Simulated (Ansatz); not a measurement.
# SnSe: single points about a listed cell

How do energy, forces, pressure and gap of SnSe change under moves of single atoms, further strains and shifts, swapped elements, other functionals? Each case is one self-consistent run.

The COD cell was measured well above room temperature, so it is larger than a cold one.

Method: DFT PBEsol, scalar-relativistic, plane waves, PAW, unless a step's input says otherwise, in Ansatz 0.2.0.

1 further run of the same task is left out (set aside as unsound or not needed).

## Step 1: The starting structure

It takes space group Cmcm (No. 63, orthorhombic). Conventional cell: a = 4.310 Å, b = 11.705 Å, c = 4.318 Å, α = 90.00°, β = 90.00°, γ = 90.00°. Around Sn (site symmetry m2m) lie 5 Se at 2.76 to 3.06 Å. Around Se (site symmetry m2m) lie 5 Sn at 2.76 to 3.06 Å.

Structure file:

```xyz
4
Lattice="2.1550 -5.8525 0.0000 2.1550 5.8525 0.0000 0.0000 0.0000 4.3180" Properties=species:S:1:pos:R:3 pbc="T T T"
Sn    2.1550   -4.4479    1.0795
Sn    2.1550    4.4479    3.2385
Se    2.1550   -1.6855    1.0795
Se    2.1550    1.6855    3.2385
```

The structure comes from the Crystallography Open Database.

## Step 2: Substitution of an element, cell strained: Sn → Pb, first probe

The change: Pb takes all sites of Sn, and lengths are scaled by 1.016 as a first guess of the size; strain xx, yy, zz, yz, xz, xy = -2.5, -2.0, -0.7, +0.0, +0.0, +0.0 %; atoms moved by 0.06 Å root mean square, at most 0.07 Å.

input.yaml reads:

```yaml
crystal:
  lattice:
    - [2.1348688054, -5.8310146816, 0.0]
    - [2.1348688054, 5.8310146816, 0.0]
    - [0.0, 0.0, 4.3557257825]
  atoms:
    - { symbol: Pb, position: [0.8756214963, 0.1243785037, 0.25] }
    - { symbol: Pb, position: [0.1243785037, 0.8756214963, 0.75] }
    - { symbol: Se, position: [0.6497776081, 0.3502223919, 0.25] }
    - { symbol: Se, position: [0.3502223919, 0.6497776081, 0.75] }
basis:
  ecutwfc: 420
kpoints:
  mp_grid: { grid: [4, 4, 4] }
hamiltonian:
  xc: pbesol
scf:
  occupations: { method: gaussian, width: 0.1 }
output:
  forces: true
  stress: true
  eigenvalues: true
```

The log of the run, cut to the lines that bear on the results:

```text
[...]
SCF converged after 7 iterations
Free energy (F): -34360.092871 eV
[...]
E sigma→0 (E₀):  -34360.092871 eV
Fermi energy:    9.457879 eV
[...]
--- Forces (eV/Å), atoms counted from 1 ---
  atom   1  Pb     0.00000000    -0.83801877     0.00000000
  atom   2  Pb     0.00000000     0.83801877     0.00000000
  atom   3  Se     0.00000000     1.12172952     0.00000000
  atom   4  Se     0.00000000    -1.12172952     0.00000000
[...]
--- Stress (GPa, compression-positive) ---
        0.360503       0.000000       0.000000
        0.000000       7.934820       0.000000
        0.000000       0.000000       0.410171
  P = ⅓ Tr σ = 2.9018 GPa (29.018 kbar)
--- Band table (eV; the first three rows and the last of 21) ---
[...]
```

Wall time 6.3 s (1 thread of an Arm CPU, shared host); peak memory 0.39 GiB.

## Step 3: One element swapped, cell strained: Sn → Pb

Edit input.yaml of step 2 so:

```diff
@@ -13,3 +13,3 @@
 kpoints:
-  mp_grid: { grid: [4, 4, 4] }
+  mp_grid: { grid: [8, 8, 6] }
 hamiltonian:
@@ -17,3 +17,3 @@
 scf:
-  occupations: { method: gaussian, width: 0.1 }
+  occupations: { method: gaussian, width: 0.02 }
 output:
```

The log of the run, cut to the lines that bear on the results:

```text
Warning: RAYON_NUM_THREADS=1 ignored (pool sized by the plan → 1); use --threads N
[...]
Pseudopotentials: kind: paw
Pseudopotential: Pb, paw, valence charge 14, recommended cutoff 420 eV (normal), Pb.paw.azcp
Pseudopotential: Se, paw, valence charge 16, recommended cutoff 420 eV (normal), Se.paw.azcp
Functional definition: PBEsol
[...]
Crystal: 4 atoms, lattice volume = 108.444 Å³
Basis set: ecut = 420 eV, 2107 PW (Γ), exchange–correlation on 90×90×60 points (8 copies of the dense FFT grid, shifted against one another)
Bands: 36, of which v1, the nominal top of the filled ones, is band 30 counted from 1 (29 counted from 0)
Symmetry: 8 space group operations
Space group: Cmcm (ITA 63), of the structure as read, at distance tolerance 4.8e-5 Å
k-points: 84 of 384
[...]
SCF iter   1: F=—  HF=-34360.071065 eV  |F-HF|=—  |Δ(HF+E_count)|=         —  Δρ=2.85e-3  dr2=1.51e-2  ethr=1.77e-3  ⟨swp⟩=7.9  Hψ=13038  notcnv=0
[...]
SCF iter   7: F=-34360.064165 eV  HF=-34360.064165 eV  |F-HF|=5.13e-9  |Δ(HF+E_count)|=   1.17e-7  Δρ=2.16e-6  dr2=3.90e-9  ethr=1.67e-10  ⟨swp⟩=4.4  Hψ=10815  notcnv=0
[...]
SCF converged after 7 iterations
Free energy (F): -34360.064165 eV
[...]
E sigma→0 (E₀):  -34360.064165 eV
Fermi energy:    9.544000 eV
[...]
--- Forces (eV/Å), atoms counted from 1 ---
  atom   1  Pb     0.00000000    -0.85303434     0.00000000
  atom   2  Pb     0.00000000     0.85303434     0.00000000
  atom   3  Se     0.00000000     1.13465012     0.00000000
  atom   4  Se     0.00000000    -1.13465012     0.00000000
[...]
--- Stress (GPa, compression-positive) ---
        0.508670       0.000000       0.000000
        0.000000       7.955381       0.000000
        0.000000       0.000000       0.539665
  P = ⅓ Tr σ = 3.0012 GPa (30.012 kbar)
--- Band table (eV; the first three rows and the last of 84) ---
[...]
```

Run time: 28 s. Hardware: 1 thread of an Arm CPU, shared host; peak memory 0.52 GiB.

## Step 4: A single atom displaced

Against the listed cell: atom 1 (Sn) moved by 0.23 Å.

input.yaml reads:

```yaml
crystal:
  lattice:
    - [2.155, -5.8525, 0.0]
    - [2.155, 5.8525, 0.0]
    - [0.0, 0.0, 4.318]
  atoms:
    - { symbol: Sn, position: [0.8402575089, 0.0823643009, 0.2151320056] }
    - { symbol: Sn, position: [0.12, 0.88, 0.75] }
    - { symbol: Se, position: [0.644, 0.356, 0.25] }
    - { symbol: Se, position: [0.356, 0.644, 0.75] }
basis:
  ecutwfc: 420
kpoints:
  mp_grid: { grid: [8, 8, 6] }
hamiltonian:
  xc: pbesol
scf:
  occupations: { method: gaussian, width: 0.05 }
output:
  forces: true
  stress: true
  eigenvalues: true
  populations: true
```

The log of the run, cut to the lines that bear on the results:

```text
Warning: RAYON_NUM_THREADS=1 ignored (pool sized by the plan → 1); use --threads N
[...]
[... 1 set-up line as earlier in the session ...]
Pseudopotential: Sn, paw, valence charge 14, recommended cutoff 420 eV (normal), Sn.paw.azcp
[... 2 set-up lines as earlier in the session ...]
[...]
Crystal: 4 atoms, lattice volume = 108.918 Å³
Basis set: ecut = 420 eV, 2131 PW (Γ), exchange–correlation on 90×90×60 points (8 copies of the dense FFT grid, shifted against one another)
Bands: 36, of which v1, the nominal top of the filled ones, is band 30 counted from 1 (29 counted from 0)
Symmetry: 1 space group operations
Space group: P1 (ITA 1), of the structure as read, at distance tolerance 4.8e-5 Å
k-points: 196 of 384 (time reversal used)
[...]
SCF converged after 6 iterations
Free energy (F): -22749.621260 eV
[...]
E sigma→0 (E₀):  -22749.621260 eV
Entropy (-TS):   -0.000000 eV (-0.000 meV/atom)
Fermi energy:    8.729259 eV
[...]
--- Forces (eV/Å), atoms counted from 1 ---
  atom   1  Sn     0.00548998     0.25770706     0.04475299
  atom   2  Sn    -0.00904518    -0.29630002    -0.08014102
  atom   3  Se     0.01567345    -0.07830865     0.04631714
  atom   4  Se    -0.01211538     0.11690253    -0.01092678
[...]
--- Stress (GPa, compression-positive) ---
       -3.170187      -0.228116       0.317866
       -0.228115      -2.403024      -0.031101
        0.317866      -0.031102      -3.223403
  P = ⅓ Tr σ = -2.9322 GPa (-29.322 kbar)
--- Band table (eV; the first three rows and the last of 196) ---
[...]
--- Löwdin populations: 4 sites ---
  site symbol       q [e]
     0     Sn     13.6412
     1     Sn     13.6274
     2     Se     16.3074
     3     Se     16.2919
  spilling = 0.002200 (of n_electrons = 60.000000)
```

Wall time 1.7 min (1 thread of an Arm CPU, shared host); peak memory 0.73 GiB.

By site:

```csv
atom,Löwdin electrons
Sn1,13.64
Sn2,13.63
Se3,16.31
Se4,16.29
```

## Step 5: Functional and cell changed: LDA

What differs from the listed cell: strain xx, yy, zz, yz, xz, xy = +1.0, +1.0, +1.0, +0.0, +0.0, +0.0 %.

input.yaml reads:

```yaml
crystal:
  lattice:
    - [2.1764207, -5.91067385, 0.0]
    - [2.1764207, 5.91067385, 0.0]
    - [0.0, 0.0, 4.36092092]
  atoms:
    - { symbol: Sn, position: [0.88, 0.12, 0.25] }
    - { symbol: Sn, position: [0.12, 0.88, 0.75] }
    - { symbol: Se, position: [0.644, 0.356, 0.25] }
    - { symbol: Se, position: [0.356, 0.644, 0.75] }
basis:
  ecutwfc: 420
kpoints:
  mp_grid: { grid: [8, 8, 6] }
hamiltonian:
  xc: lda
scf:
  occupations: { method: gaussian, width: 0.05 }
output:
  forces: true
  stress: true
  eigenvalues: true
```

The log of the run, cut to the lines that bear on the results:

```text
Warning: RAYON_NUM_THREADS=1 ignored (pool sized by the plan → 1); use --threads N
[...]
[... 3 set-up lines as earlier in the session ...]
Functional definition: SPW92
[...]
Crystal: 4 atoms, lattice volume = 112.199 Å³
Basis set: ecut = 420 eV, 2195 PW (Γ)
Bands: 36, of which v1, the nominal top of the filled ones, is band 30 counted from 1 (29 counted from 0)
[... 2 set-up lines as earlier in the session ...]
k-points: 84 of 384
[...]
SCF iter   1: F=—  HF=-22527.022147 eV  |F-HF|=—  |Δ(HF+E_count)|=         —  Δρ=4.91e-3  dr2=1.56e-2  ethr=1.77e-3  ⟨swp⟩=7.2  Hψ=12421  notcnv=0
[...]
SCF iter   7: F=-22527.012724 eV  HF=-22527.012724 eV  |F-HF|=1.23e-8  |Δ(HF+E_count)|=   1.58e-8  Δρ=3.25e-6  dr2=9.29e-9  ethr=1.46e-10  ⟨swp⟩=4.4  Hψ=10739  notcnv=0
[...]
SCF converged after 7 iterations
Free energy (F): -22527.012724 eV
[...]
E sigma→0 (E₀):  -22527.012724 eV
Entropy (-TS):   -0.000000 eV (-0.000 meV/atom)
Fermi energy:    8.060174 eV
[...]
--- Forces (eV/Å), atoms counted from 1 ---
  atom   1  Sn     0.00000000     0.54031670     0.00000000
  atom   2  Sn     0.00000000    -0.54031670     0.00000000
  atom   3  Se     0.00000000    -0.25077182     0.00000000
  atom   4  Se     0.00000000     0.25077182     0.00000000
[...]
--- Stress (GPa, compression-positive) ---
       -6.143777       0.000000       0.000000
        0.000000      -5.270416       0.000000
        0.000000       0.000000      -6.004289
  P = ⅓ Tr σ = -5.8062 GPa (-58.062 kbar)
--- Band table (eV; the first three rows and the last of 84) ---
[...]
```

It took 24 s on 1 thread of an Arm CPU, shared host; peak memory 0.5 GiB.

## Step 6: A distortion of lower symmetry

The change: strain xx, yy, zz, yz, xz, xy = +3.3, +0.5, +7.9, +0.0, +0.0, -3.0 %; atoms moved by 0.03 Å root mean square, at most 0.05 Å.

input.yaml reads:

```yaml
crystal:
  lattice:
    - [2.397985, -5.945245625, 0.0]
    - [2.0522193, 5.817928225, 0.0]
    - [0.0, 0.0, 4.6580425]
  atoms:
    - { symbol: Sn, position: [0.8812339213, 0.1173095561, 0.25] }
    - { symbol: Sn, position: [0.1237954083, 0.8850189681, 0.75] }
    - { symbol: Se, position: [0.6471996098, 0.3550480776, 0.25] }
    - { symbol: Se, position: [0.3477710607, 0.6426233983, 0.75] }
basis:
  ecutwfc: 420
kpoints:
  mp_grid: { grid: [8, 8, 6] }
hamiltonian:
  xc: pbesol
scf:
  occupations: { method: gaussian, width: 0.05 }
output:
  forces: true
  stress: true
  eigenvalues: true
```

The log of the run, cut to the lines that bear on the results:

```text
Warning: RAYON_NUM_THREADS=1 ignored (pool sized by the plan → 1); use --threads N
[...]
[... 4 set-up lines as earlier in the session ...]
[...]
Crystal: 4 atoms, lattice volume = 121.818 Å³
Basis set: ecut = 420 eV, 2395 PW (Γ), exchange–correlation on 90×90×64 points (8 copies of the dense FFT grid, shifted against one another)
Bands: 36, of which v1, the nominal top of the filled ones, is band 30 counted from 1 (29 counted from 0)
Symmetry: 2 space group operations
Space group: Pm (ITA 6), of the structure as read, at distance tolerance 5.0e-5 Å
k-points: 136 of 384 (time reversal used)
[...]
SCF iter   1: F=—  HF=-22749.111827 eV  |F-HF|=—  |Δ(HF+E_count)|=         —  Δρ=2.54e-3  dr2=1.48e-2  ethr=1.77e-3  ⟨swp⟩=7.2  Hψ=20224  notcnv=0
[...]
SCF iter   7: F=-22749.105928 eV  HF=-22749.105928 eV  |F-HF|=1.69e-9  |Δ(HF+E_count)|=   3.03e-8  Δρ=1.88e-6  dr2=4.87e-9  ethr=1.67e-10  ⟨swp⟩=5.0  Hψ=17192  notcnv=0
[...]
SCF converged after 7 iterations
Free energy (F): -22749.105928 eV
[...]
E sigma→0 (E₀):  -22749.105928 eV
Fermi energy:    7.089061 eV
[...]
--- Forces (eV/Å), atoms counted from 1 ---
  atom   1  Sn     0.02220851     0.62723299     0.00000000
  atom   2  Sn     0.02089354    -0.53545346     0.00000000
  atom   3  Se     0.06570694    -0.12426723     0.00000000
  atom   4  Se    -0.10880916     0.03248853    -0.00000000
[...]
--- Stress (GPa, compression-positive) ---
       -6.996588       0.748885      -0.000000
        0.748885      -4.123259       0.000000
       -0.000000       0.000000      -8.215534
  P = ⅓ Tr σ = -6.4451 GPa (-64.451 kbar)
--- Band table (eV; the first three rows and the last of 136) ---
[...]
```

It took 75 s on 1 thread of an Arm CPU, shared host; peak memory 0.65 GiB.

## Step 7: Functional and cell changed: r2SCAN

Against the listed cell: strain xx, yy, zz, yz, xz, xy = +4.8, +4.8, +4.8, +0.0, +0.0, +0.0 %.

input.yaml reads:

```yaml
crystal:
  lattice:
    - [2.2574056, -6.1306108, 0.0]
    - [2.2574056, 6.1306108, 0.0]
    - [0.0, 0.0, 4.52319136]
  atoms:
    - { symbol: Sn, position: [0.88, 0.12, 0.25] }
    - { symbol: Sn, position: [0.12, 0.88, 0.75] }
    - { symbol: Se, position: [0.644, 0.356, 0.25] }
    - { symbol: Se, position: [0.356, 0.644, 0.75] }
basis:
  ecutwfc: 500
kpoints:
  mp_grid: { grid: [8, 8, 6] }
hamiltonian:
  xc: r2scan
scf:
  occupations: { method: gaussian, width: 0.05 }
output:
  forces: true
  stress: true
  eigenvalues: true
  populations: true
```

The log of the run, cut to the lines that bear on the results:

```text
Warning: RAYON_NUM_THREADS=1 ignored (pool sized by the plan → 1); use --threads N
[...]
[... 1 set-up line as earlier in the session ...]
Pseudopotential: Sn, paw, valence charge 14, recommended cutoff 500 eV (meta_gga), Sn.paw.azcp
Pseudopotential: Se, paw, valence charge 16, recommended cutoff 500 eV (meta_gga), Se.paw.azcp
Functional definition: r2SCAN
[...]
Crystal: 4 atoms, lattice volume = 125.195 Å³
Basis set: ecut = 500 eV, 3191 PW (Γ), exchange–correlation on 192×192×144 points (64 copies of the dense FFT grid, shifted against one another)
Bands: 36, of which v1, the nominal top of the filled ones, is band 30 counted from 1 (29 counted from 0)
[... 1 set-up line as earlier in the session ...]
Space group: Cmcm (ITA 63), of the structure as read, at distance tolerance 5.0e-5 Å
k-points: 84 of 384
[...]
SCF iter   7: F=-23034.742268 eV  HF=-23034.742268 eV  |F-HF|=6.77e-9  |Δ(HF+E_count)|=   3.41e-7  Δρ=3.42e-6  dr2=1.65e-8  dr2_τ=3.54e-10  ethr=1.67e-10  ⟨swp⟩=10.1  Hψ=14076  notcnv=0
[...]
SCF converged after 7 iterations
Free energy (F): -23034.742268 eV
[...]
E sigma→0 (E₀):  -23034.742268 eV
Fermi energy:    6.867123 eV
[...]
--- Forces (eV/Å), atoms counted from 1 ---
  atom   1  Sn     0.00000000     1.00680314     0.00000000
  atom   2  Sn     0.00000000    -1.00680314     0.00000000
  atom   3  Se     0.00000000    -0.59620131     0.00000000
  atom   4  Se     0.00000000     0.59620131     0.00000000
[...]
--- Stress (GPa, compression-positive) ---
       -6.694879       0.000000       0.000000
        0.000000      -6.536660       0.000000
        0.000000       0.000000      -6.360936
  P = ⅓ Tr σ = -6.5308 GPa (-65.308 kbar)
--- Band table (eV; the first three rows and the last of 84) ---
[...]
--- Löwdin populations: 4 sites ---
  site symbol       q [e]
     0     Sn     13.5256
     1     Sn     13.5256
     2     Se     16.4214
     3     Se     16.4214
  spilling = 0.001769 (of n_electrons = 60.000000)
```

It took 67 s on 1 thread of an Arm CPU, shared host; peak memory 0.92 GiB.

By site:

```csv
atom,Löwdin electrons
Sn1,13.53
Sn2,13.53
Se3,16.42
Se4,16.42
```

## Step 8: One atom moved

What differs from the listed cell: atom 1 (Sn) moved by 0.09 Å.

input.yaml reads:

```yaml
crystal:
  lattice:
    - [2.155, -5.8525, 0.0]
    - [2.155, 5.8525, 0.0]
    - [0.0, 0.0, 4.318]
  atoms:
    - { symbol: Sn, position: [0.8789410439, 0.106144803, 0.2588466883] }
    - { symbol: Sn, position: [0.12, 0.88, 0.75] }
    - { symbol: Se, position: [0.644, 0.356, 0.25] }
    - { symbol: Se, position: [0.356, 0.644, 0.75] }
basis:
  ecutwfc: 420
kpoints:
  mp_grid: { grid: [8, 8, 6] }
hamiltonian:
  xc: pbesol
scf:
  occupations: { method: gaussian, width: 0.05 }
output:
  forces: true
  stress: true
  eigenvalues: true
  populations: true
```

The log of the run, cut to the lines that bear on the results:

```text
Warning: RAYON_NUM_THREADS=1 ignored (pool sized by the plan → 1); use --threads N
[...]
[... 4 set-up lines as earlier in the session ...]
[...]
Crystal: 4 atoms, lattice volume = 108.918 Å³
Basis set: ecut = 420 eV, 2131 PW (Γ), exchange–correlation on 90×90×60 points (8 copies of the dense FFT grid, shifted against one another)
Bands: 36, of which v1, the nominal top of the filled ones, is band 30 counted from 1 (29 counted from 0)
[... 2 set-up lines as earlier in the session ...]
k-points: 196 of 384 (time reversal used)
[...]
SCF converged after 7 iterations
Free energy (F): -22749.579388 eV
[...]
E sigma→0 (E₀):  -22749.579388 eV
Entropy (-TS):   -0.000001 eV (-0.000 meV/atom)
Fermi energy:    8.671706 eV
[...]
--- Forces (eV/Å), atoms counted from 1 ---
  atom   1  Sn    -0.02228455     0.57094557     0.01575646
  atom   2  Sn     0.00014928    -0.40960230     0.02431930
  atom   3  Se     0.00413889    -0.27273492    -0.01653886
  atom   4  Se     0.01799860     0.11139307    -0.02353925
[...]
--- Stress (GPa, compression-positive) ---
       -3.964311      -0.035570      -0.013072
       -0.035570      -3.481567      -0.017039
       -0.013072      -0.017038      -3.860585
  P = ⅓ Tr σ = -3.7688 GPa (-37.688 kbar)
--- Band table (eV; the first three rows and the last of 196) ---
[...]
--- Löwdin populations: 4 sites ---
  site symbol       q [e]
     0     Sn     13.6238
     1     Sn     13.6316
     2     Se     16.3138
     3     Se     16.3008
  spilling = 0.002166 (of n_electrons = 60.000000)
```

Wall time 2 min (1 thread of an Arm CPU, shared host); peak memory 0.73 GiB.

By site:

```csv
atom,Löwdin electrons
Sn1,13.62
Sn2,13.63
Se3,16.31
Se4,16.30
```

Sizes of the forces (eV/Å): Sn1 0.57, Sn2 0.41, Se3 0.27, Se4 0.12.

## Step 9: Summary of results

| step | case | energy (meV/atom) | pressure (GPa) | largest force (eV/Å) | gap on the mesh (eV) |
| --- | --- | --- | --- | --- | --- |
|  | listed cell, run earlier | 0 | -3.3 | 0.34 | 0.28 |
| 3 | one element swapped, cell strained: Sn → Pb | n/a | 3.0 | 1.13 | 0.94 |
| 4 | a single atom displaced | -2.0 | -2.9 | 0.31 | 0.31 |
| 5 | functional and cell changed: LDA | n/a | -5.8 | 0.54 | 0.29 |
| 6 | a distortion of lower symmetry | +126.9 | -6.4 | 0.63 | 0.51 |
| 7 | functional and cell changed: r2SCAN | n/a | -6.5 | 1.01 | 0.76 |
| 8 | one atom moved | +8.5 | -3.8 | 0.57 | 0.24 |

Energies are counted from the listed cell, with the smearing taken to zero. Other atoms or functionals have another zero of energy (n/a). 

**Reading.** At the listed geometry the pressure is -3.3 GPa and the largest force 0.34 eV/Å: not this functional's equilibrium. The lowest comparable point ties with the listed cell within 3 meV/atom. The costliest is step 6, at 127 meV/atom. Among the distorted cells of the listed formula and level the largest force, 0.63 eV/Å, acts on Sn1 in step 6. Among the distorted cells of the listed formula and level the gap runs from 0.24 eV to 0.51 eV. These runs have no spin-orbit coupling; with Pb it would split and shift bands.

These are semilocal Kohn-Sham gaps, which aren't the measured quantity. Such gaps usually fall short of the measured ones; spin-orbit coupling, left out here, narrows gaps with Pb, so the two errors partly cancel.
